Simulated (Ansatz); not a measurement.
Consider BaSnO$_{3}$ in the cubic perovskite structure (space group Pm-3m, No. 221; a = 4.176 Å).

Method: PBE in Ansatz (plane waves to 420 eV, PAW, no SOC), earlier PAW set.

For the base:

```
Property            Value
---------------  --------
Band gap          0.48 eV
Volume per atom  14.57 Å³
```

The change: cell and atoms relaxed at a pressure of 9 GPa.

Problem. Predict the new band gap and volume per atom.

Solution. The band gap grows by 0.72 eV, from 0.48 eV to 1.20 eV; the volume per atom drops by 0.823 Å³ (14.57 Å³ → 13.74 Å³).

Load acts through the strain it causes; cell and atoms are relaxed under it. Stability against distortions was not tested. No other phases were tried under pressure.

Ansatz is an electronic-structure program.
